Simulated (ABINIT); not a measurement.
# Au (Fm-3m) in ABINIT: a series of runs

One crystal, Au, is run at these levels: LDA-PZ, BP86+D3; tasks: equation of state.

All numbers are computed with ABINIT 10.8.3 (patched build); they aren't measurements. Logs are shortened: lines on timing, memory, paths and dates and some standing lists are left out, and cuts for length are marked. The log counts tension as positive stress, the text compression.

**The experiment to reproduce.**

“Exploring toroidal anvil profiles for larger sample volumes above 4 Mbar”, 2024, pmc:11102561 quotes, for a bulk crystal of Au: bulk modulus 167 GPa.

How close the calculation comes is told below.

## Step 1: The structure

It takes space group Fm-3m (No. 225, cubic). The conventional cell has a = 4.070 Å, b = 4.070 Å, c = 4.070 Å, α = 90.00°, β = 90.00°, γ = 90.00°. Au (site symmetry m-3m) has 12 Au at 2.88 Å as nearest neighbours.

## Step 2: Equation of state, LDA-PZ

Input file run.abi:

```
ndtset 7
getwfk -1
scalecart1 3*0.9795861087
scalecart2 3*0.9864848297
scalecart3 3*0.9932883884
scalecart4 3*1.0000000000
scalecart5 3*1.0066227096
scalecart6 3*1.0131594038
scalecart7 3*1.0196128224

pp_dirpath "./"
pseudos "Au.LDA_PW-JTH.xml"

acell 2.8779245994 2.8779245994 2.8779245994 Angstrom
rprim
     0.0000000000     0.7071067812     0.7071067812
     0.7071067812     0.0000000000     0.7071067812
     0.7071067812     0.7071067812     0.0000000000
ntypat 1
znucl 79
natom 1
typat 1
xred
     0.0000000000     0.0000000000     0.0000000000

ecut 25.0
pawecutdg 47.0

kptopt 1
ngkpt 11 11 11
nshiftk 1
shiftk 0.0 0.0 0.0

ixc 2

nband 10
occopt 3
tsmear 0.05 eV

nstep 100
tolvrs 1.0e-9

iomode 3
prtwf 1
prtden 0
prteig 0
prtebands 0
enunit 1
```

Potentials or basis: JTH PAW LDA v2.0.

Launch:

```
$ abinit run.abi > log 2>&1
```

run.abo:

```text
.Version 10.8.3 of ABINIT
 DATASET    1 : space group Fm -3 m (#225); Bravais cF (face-center cubic)
================================================================================
 Values of the parameters that define the memory need for DATASET  1.
     intxc =       0    ionmov =       0      iscf =      17    lmnmax =      18
     lnmax =       6     mgfft =      24  mpssoang =       3    mqgrid =    3001
     natom =       1  nloc_mem =       2    nspden =       1   nspinor =       1
    nsppol =       1      nsym =      48    n1xccc =       1    ntypat =       1
    occopt =       3   xclevel =       1
       mpw =         649          nfft =       13824          nkpt =          56
 PAW method is used; the additional fine FFT grid is defined by:
   mgfftf=        36    nfftf =     46656
================================================================================
================================================================================
[... 71 lines left out ...]
 DATASET    7 : space group Fm -3 m (#225); Bravais cF (face-center cubic)
================================================================================
 Values of the parameters that define the memory need for DATASET  7.
     intxc =       0    ionmov =       0      iscf =      17    lmnmax =      18
     lnmax =       6     mgfft =      27  mpssoang =       3    mqgrid =    3001
     natom =       1  nloc_mem =       2    nspden =       1   nspinor =       1
    nsppol =       1      nsym =      48    n1xccc =       1    ntypat =       1
    occopt =       3   xclevel =       1
       mpw =         736          nfft =       19683          nkpt =          56
 PAW method is used; the additional fine FFT grid is defined by:
   mgfftf=        36    nfftf =     46656
================================================================================
================================================================================

--------------------------------------------------------------------------------
------------- Echo of variables that govern the present computation ------------
--------------------------------------------------------------------------------
 -outvars: echo values of preprocessed input variables --------
            acell      5.4384893039E+00  5.4384893039E+00  5.4384893039E+00 Bohr
              amu      1.96966540E+02
             ecut      2.50000000E+01 Hartree
           enunit           1
           getwfk          -1
                       outvar_i_n : Printing only first  50 k-points.
              ixc           2
           jdtset        1    2    3    4    5    6    7
                       outvar_i_n : Printing only first  50 k-points.
         kptrlatt       11    0    0      0   11    0      0    0   11
          kptrlen1     5.86021543E+01
          kptrlen2     5.90148591E+01
          kptrlen3     5.94218710E+01
          kptrlen4     5.98233823E+01
          kptrlen5     6.02195752E+01
          kptrlen6     6.06106224E+01
          kptrlen7     6.09966877E+01
            natom           1
            nband          10
           ndtset           7
            ngfft1         24      24      24
            ngfft2         27      27      27
            ngfft3         27      27      27
            ngfft4         27      27      27
            ngfft5         27      27      27
            ngfft6         27      27      27
            ngfft7         27      27      27
          ngfftdg          36      36      36
             nkpt          56
            nstep         100
             nsym          48
           ntypat           1
                       prtocc : prtvol=0, do not print more k-points.
           occopt           3
        pawecutdg      4.70000000E+01 Hartree
           prtden           0
        prtebands           0
           prteig           0
            rprim1     0.0000000000E+00  6.9267198023E-01  6.9267198023E-01
                       6.9267198023E-01  0.0000000000E+00  6.9267198023E-01
                       6.9267198023E-01  6.9267198023E-01  0.0000000000E+00
            rprim2     0.0000000000E+00  6.9755011263E-01  6.9755011263E-01
                       6.9755011263E-01  0.0000000000E+00  6.9755011263E-01
                       6.9755011263E-01  6.9755011263E-01  0.0000000000E+00
            rprim3     0.0000000000E+00  7.0236095512E-01  7.0236095512E-01
                       7.0236095512E-01  0.0000000000E+00  7.0236095512E-01
                       7.0236095512E-01  7.0236095512E-01  0.0000000000E+00
            rprim4     0.0000000000E+00  7.0710678120E-01  7.0710678120E-01
                       7.0710678120E-01  0.0000000000E+00  7.0710678120E-01
                       7.0710678120E-01  7.0710678120E-01  0.0000000000E+00
            rprim5     0.0000000000E+00  7.1178974407E-01  7.1178974407E-01
                       7.1178974407E-01  0.0000000000E+00  7.1178974407E-01
                       7.1178974407E-01  7.1178974407E-01  0.0000000000E+00
            rprim6     0.0000000000E+00  7.1641188486E-01  7.1641188486E-01
                       7.1641188486E-01  0.0000000000E+00  7.1641188486E-01
                       7.1641188486E-01  7.1641188486E-01  0.0000000000E+00
            rprim7     0.0000000000E+00  7.2097514092E-01  7.2097514092E-01
                       7.2097514092E-01  0.0000000000E+00  7.2097514092E-01
                       7.2097514092E-01  7.2097514092E-01  0.0000000000E+00
          spgroup         225
           tolvrs      1.00000000E-09
           tsmear      1.83746611E-03 Hartree
            typat      1
           useylm           1
                       outvars : Printing only first  50 k-points.
            znucl       79.00000

================================================================================

 chkinp: Checking input parameters for consistency, jdtset=   1.

 chkinp: Checking input parameters for consistency, jdtset=   2.

 chkinp: Checking input parameters for consistency, jdtset=   3.

 chkinp: Checking input parameters for consistency, jdtset=   4.
[... 31 lines left out ...]
 getcut: wavevector=  0.0000  0.0000  0.0000  ngfft=  24  24  24
         ecut(hartree)=     25.000   => boxcut(ratio)=   2.00150

 Fine grid specifications (used for densities):

 getcut: wavevector=  0.0000  0.0000  0.0000  ngfft=  36  36  36
         ecut(hartree)=     47.000   => boxcut(ratio)=   2.18961

--- Pseudopotential description ------------------------------------------------
- pspini: atom type   1  psp file is ./Au.LDA_PW-JTH.xml
 Pseudopotential format is: paw10
 basis_size (lnmax)=  6 (lmn_size= 18), orbitals=   0   0   1   1   2   2
 Spheres core radius: rc_sph= 2.50869560
 Shapefunction is SIN type: shapef(r)=[sin(pi*r/rshp)/(pi*r/rshp)]**2
 Radius for shape functions =  2.26305713
 Compensation charge density is not taken into account in XC energy/potential

   3.74278742E+02                                ecore*ucvol(ha*bohr**3)
--------------------------------------------------------------------------------

================================================================================

--- !BeginCycle
iteration_state: {dtset: 1, }
solver: {iscf: 17, nstep: 100, nline: 4, wfoptalg: 10, }
tolerances: {tolvrs: 1.00E-09, }
...

     iter   Etot(hartree)      deltaE(h)  residm     nres2
 ETOT  1  -34.117047348113    -3.412E+01 6.775E-01 2.071E+01
 ETOT  2  -34.386705479142    -2.697E-01 5.844E-02 2.225E+01
 ETOT  3  -34.328447112951     5.826E-02 1.358E-02 4.971E+00
 ETOT  4  -34.322651613667     5.795E-03 5.410E-03 1.228E+00
 ETOT  5  -34.322612955396     3.866E-05 1.691E-03 1.668E-01
 ETOT  6  -34.323247897410    -6.349E-04 1.965E-03 1.810E-02
 ETOT  7  -34.323281961436    -3.406E-05 1.133E-03 1.275E-02
 ETOT  8  -34.323347827217    -6.587E-05 1.598E-03 5.934E-03
 ETOT  9  -34.323345567959     2.259E-06 5.978E-04 1.381E-03
 ETOT 10  -34.323349173172    -3.605E-06 9.705E-04 2.560E-03
[... 1181 lines left out ...]
 Cartesian components of stress tensor (hartree/bohr^3)
  sigma(1 1)=  3.94424571E-04  sigma(3 2)=  0.00000000E+00
  sigma(2 2)=  3.94424571E-04  sigma(3 1)=  0.00000000E+00
  sigma(3 3)=  3.94424571E-04  sigma(2 1)=  0.00000000E+00

-Cartesian components of stress tensor (GPa)         [Pressure= -1.1604E+01 GPa]
- sigma(1 1)=  1.16043715E+01  sigma(3 2)=  0.00000000E+00
- sigma(2 2)=  1.16043715E+01  sigma(3 1)=  0.00000000E+00
- sigma(3 3)=  1.16043715E+01  sigma(2 1)=  0.00000000E+00

== END DATASET(S) ==============================================================
================================================================================

 -outvars: echo values of variables after computation  --------
            acell      5.4384893039E+00  5.4384893039E+00  5.4384893039E+00 Bohr
           etotal1    -3.4323343387E+01
           etotal2    -3.4323961622E+01
           etotal3    -3.4324212539E+01
           etotal4    -3.4324143186E+01
           etotal5    -3.4323795432E+01
           etotal6    -3.4323206177E+01
           etotal7    -3.4322405944E+01
            fcart1    -0.0000000000E+00 -0.0000000000E+00 -0.0000000000E+00
            fcart2    -0.0000000000E+00 -0.0000000000E+00 -0.0000000000E+00
            fcart3    -0.0000000000E+00 -0.0000000000E+00 -0.0000000000E+00
            fcart4    -0.0000000000E+00 -0.0000000000E+00 -0.0000000000E+00
            fcart5    -0.0000000000E+00 -0.0000000000E+00 -0.0000000000E+00
            fcart6    -0.0000000000E+00 -0.0000000000E+00 -0.0000000000E+00
            fcart7    -0.0000000000E+00 -0.0000000000E+00 -0.0000000000E+00
            rprim1     0.0000000000E+00  6.9267198023E-01  6.9267198023E-01
                       6.9267198023E-01  0.0000000000E+00  6.9267198023E-01
                       6.9267198023E-01  6.9267198023E-01  0.0000000000E+00
            rprim2     0.0000000000E+00  6.9755011263E-01  6.9755011263E-01
                       6.9755011263E-01  0.0000000000E+00  6.9755011263E-01
                       6.9755011263E-01  6.9755011263E-01  0.0000000000E+00
            rprim3     0.0000000000E+00  7.0236095512E-01  7.0236095512E-01
                       7.0236095512E-01  0.0000000000E+00  7.0236095512E-01
[... 9 lines left out ...]
                       7.1641188486E-01  7.1641188486E-01  0.0000000000E+00
            rprim7     0.0000000000E+00  7.2097514092E-01  7.2097514092E-01
                       7.2097514092E-01  0.0000000000E+00  7.2097514092E-01
                       7.2097514092E-01  7.2097514092E-01  0.0000000000E+00
           strten1    -3.5836757146E-04 -3.5836757146E-04 -3.5836757146E-04
                       0.0000000000E+00  0.0000000000E+00  0.0000000000E+00
           strten2    -1.8678692110E-04 -1.8678692110E-04 -1.8678692110E-04
                       0.0000000000E+00  0.0000000000E+00  0.0000000000E+00
           strten3    -3.5843814048E-05 -3.5843814048E-05 -3.5843814048E-05
                       0.0000000000E+00  0.0000000000E+00  0.0000000000E+00
           strten4     9.5312237081E-05  9.5312237081E-05  9.5312237081E-05
                       0.0000000000E+00  0.0000000000E+00  0.0000000000E+00
           strten5     2.0895358549E-04  2.0895358549E-04  2.0895358549E-04
                       0.0000000000E+00  0.0000000000E+00  0.0000000000E+00
           strten6     3.0815150061E-04  3.0815150061E-04  3.0815150061E-04
                       0.0000000000E+00  0.0000000000E+00  0.0000000000E+00
           strten7     3.9442457126E-04  3.9442457126E-04  3.9442457126E-04
                       0.0000000000E+00  0.0000000000E+00  0.0000000000E+00
 Calculation completed.
```

Wall time 1.8 min (1 thread of Arm Neoverse V1, shared host); peak memory 0.13 GiB.

What came out:

| Item | Value |
| --- | --- |
| Equilibrium volume | 16.61 Å³/atom |
| Bulk modulus | 196 GPa |
| Pressure derivative of the bulk modulus | 5.8 |

Energy against volume, from the lowest point:
| volume (Å³/atom) | energy (meV/atom) |
| --- | --- |
| 15.843 | 23.65 |
| 16.181 | 6.83 |
| 16.518 | 0.00 |
| 16.855 | 1.89 |
| 17.192 | 11.35 |
| 17.529 | 27.38 |
| 17.866 | 49.16 |

Caveat: pressures at fixed basis lie under the slope of the energies.

## Step 3: Equation of state, BP86+D3

Input file run.abi:

```
# Datasets: one volume each
ndtset 7
getwfk -1
scalecart1 3*0.9795861087
scalecart2 3*0.9864848297
scalecart3 3*0.9932883884
scalecart4 3*1.0000000000
scalecart5 3*1.0066227096
scalecart6 3*1.0131594038
scalecart7 3*1.0196128224

# Pseudopotentials
pp_dirpath "./"
pseudos "Au.GGA_PBE-JTH.xml"

# Structure
acell 3*1.0 Angstrom
rprim
     0.0000000000     2.0350000000     2.0350000000
     2.0350000000     0.0000000000     2.0350000000
     2.0350000000     2.0350000000     0.0000000000
ntypat 1
znucl 79
natom 1
typat 1
xred
     0.0000000000     0.0000000000     0.0000000000

# Plane-wave basis
ecut 25.0
pawecutdg 47.0

# k points
kptopt 1
ngkpt 11 11 11
nshiftk 1
shiftk 0.0 0.0 0.0

# Exchange and correlation
ixc -106132
vdw_xc 6

# Bands and occupations
nband 10
occopt 3
tsmear 0.00183747

# SCF cycle
nstep 100
tolvrs 1.0e-9

# Output
iomode 3
prtwf 1
prtden 0
prteig 0
prtebands 0
enunit 2
```

Potentials or basis: JTH PAW PBE v2.0.

Launch:

```
$ abinit run.abi > log 2>&1
```

run.abo:

```text
.Version 10.8.3 of ABINIT
 DATASET    1 : space group Fm -3 m (#225); Bravais cF (face-center cubic)
================================================================================
 Values of the parameters that define the memory need for DATASET  1.
     intxc =       0    ionmov =       0      iscf =      17    lmnmax =      18
     lnmax =       6     mgfft =      24  mpssoang =       3    mqgrid =    3001
     natom =       1  nloc_mem =       2    nspden =       1   nspinor =       1
    nsppol =       1      nsym =      48    n1xccc =       1    ntypat =       1
    occopt =       3   xclevel =       2
       mpw =         649          nfft =       13824          nkpt =          56
 PAW method is used; the additional fine FFT grid is defined by:
   mgfftf=        36    nfftf =     46656
================================================================================
================================================================================
[... 71 lines left out ...]
 DATASET    7 : space group Fm -3 m (#225); Bravais cF (face-center cubic)
[... 1428 lines left out ...]
            fcart6    -0.0000000000E+00 -0.0000000000E+00 -0.0000000000E+00
            fcart7    -0.0000000000E+00 -0.0000000000E+00 -0.0000000000E+00
            rprim1     0.0000000000E+00  1.9934577312E+00  1.9934577312E+00
                       1.9934577312E+00  0.0000000000E+00  1.9934577312E+00
                       1.9934577312E+00  1.9934577312E+00  0.0000000000E+00
[... 17 lines left out ...]
                       2.0749120936E+00  2.0749120936E+00  0.0000000000E+00
           strten1    -3.7263406315E-04 -3.7263406315E-04 -3.7263406315E-04
                       0.0000000000E+00  0.0000000000E+00  0.0000000000E+00
           strten2    -2.2189824707E-04 -2.2189824707E-04 -2.2189824707E-04
                       0.0000000000E+00  0.0000000000E+00  0.0000000000E+00
           strten3    -9.1479955862E-05 -9.1479955862E-05 -9.1479955862E-05
                       0.0000000000E+00  0.0000000000E+00  0.0000000000E+00
           strten4     1.9695765226E-05  1.9695765226E-05  1.9695765226E-05
                       0.0000000000E+00  0.0000000000E+00  0.0000000000E+00
           strten5     1.1395417110E-04  1.1395417110E-04  1.1395417110E-04
                       0.0000000000E+00  0.0000000000E+00  0.0000000000E+00
           strten6     1.9449801384E-04  1.9449801384E-04  1.9449801384E-04
                       0.0000000000E+00  0.0000000000E+00  0.0000000000E+00
           strten7     2.6284768631E-04  2.6284768631E-04  2.6284768631E-04
                       0.0000000000E+00  0.0000000000E+00  0.0000000000E+00
 Calculation completed.
```

Wall time 2.1 min (1 thread of Arm Neoverse V1, shared host); peak memory 0.15 GiB.

What came out:

```yaml
Equilibrium_volume: 16.79 Å³/atom
Bulk_modulus: 155 GPa
Pressure_derivative_of_the_bulk_modulus: 6.9
```

Energy against volume, from the lowest point:
| volume (Å³/atom) | energy (meV/atom) |
| --- | --- |
| 15.843 | 30.15 |
| 16.181 | 11.80 |
| 16.518 | 2.17 |
| 16.855 | 0.00 |
| 17.192 | 4.19 |
| 17.529 | 13.77 |
| 17.866 | 27.95 |

Caveat: pressures at fixed basis lie under the slope of the energies; the PAW data sets were made with another functional, which shifts forces and pressure a little.

## Step 4: Comparison with measurements

Step 2. A measured bulk modulus of Au is 167 GPa (quoted in “Exploring toroidal anvil profiles for larger sample volumes above 4 Mbar”, 2024, pmc:11102561); the calculated 196 GPa misses it by +17.5 %. The fit is for a static lattice scaled at fixed shape and fixed fractional positions.

Step 3. A measured bulk modulus of Au is 167 GPa (quoted in “Exploring toroidal anvil profiles for larger sample volumes above 4 Mbar”, 2024, pmc:11102561); the calculated 155 GPa misses it by -7.3 %. The fit is for a static lattice scaled at fixed shape and fixed fractional positions.
